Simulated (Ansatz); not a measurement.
Ga: pressure against volume scale

All results are calculated (Ansatz 0.2.0). Periodic Kohn-Sham DFT of a crystal at fixed atoms, scaled to volume_scale times the given cell; pressure positive in compression, energy less spherical unpolarised free atoms, largest_vzz the field gradient of largest size among the nuclei.

The cell before it is scaled or strained (space group Cmce, No. 64):
```
CELL_PARAMETERS angstrom
2.25530 -3.82240 0.00000
2.25530 3.82240 0.00000
0.00000 0.00000 4.51670
ATOMIC_POSITIONS crystal
Ga 0.15250 0.84750 0.07850
Ga 0.65250 0.34750 0.42150
Ga 0.84750 0.15250 0.92150
Ga 0.34750 0.65250 0.57850
```

Settings of every row: method frozen-core PAW; functional PBE; relativity scalar; k mesh 9x9x8; filling fermi-dirac; smearing width 0.05 eV; wave cutoff 420 eV; paw set soft_2.

Atom start moment: 0 on all atoms.

Limits: no gap: field gradients move with the k mesh.

```
row  volume scale  V (Å³/atom)  pressure (GPa)  largest V_zz (1e21 V/m^2)
  1          0.94         18.3           6.667                     -5.817
  2          0.96       18.691           5.027                      -5.69
  3          0.98       19.079           3.577                     -5.561
  4          0.99       19.275           2.915                     -5.493
  5             1       19.469           2.288                     -5.436
  6          1.01       19.664           1.696                     -5.376
  7          1.02       19.859           1.137                     -5.321
  8          1.04       20.248               ?                          ?
  9          1.06       20.637          -0.784                     -5.075
```

Question: what pressure should row 8 give?

Worked fit of pressure. Take u = (V_r/V)^(2/3) − 1 with V_r = 19.372 Å³ an atom, which is twice the finite (Eulerian) strain; such expansions in the strain, on which the Birch-Murnaghan equation of state is built, carry the rest volume and the bulk modulus. The shown rows have u = 0.03868, 0.02414, 0.01021, 0.00335, -0.00332, -0.00992, -0.01642, -0.04129. Least squares give pressure = 2.5949 + 93.478 × u + 293.83 × u² + 288 × u³ GPa; a parabola predicts inner rows, each left out in turn, worse (root mean square 0.0051 against 0.0029 GPa). The rows lie off it by 0.000, 0.000, -0.003, 0.004, 0.000, 0.000, -0.001, 0.000. The pressure vanishes at u = -0.0306, or V = 20.3 Å³ an atom, and there the bulk modulus at fixed shape and fractions is B = −V dP/dV = (2/3)(1 + u) dP/du = 49.3 GPa. Letting shape and atoms relax would as a rule lower it, by much in layered, chain or molecular crystals. The withheld row has u = -0.02905, so the fit gives 2.5949 + 93.478 × (-0.02905) + 293.83 × (-0.02905)² + 288 × (-0.02905)³ = 0.120 GPa.

The calculation gave 0.116 GPa. The fit lies 0.004 GPa (3.4 % of the value, 0.054 % of the column's range) above it; its largest miss of a shown row is 0.004 GPa.

The other values of row 8: largest V_zz -5.2 1e21 V/m^2.
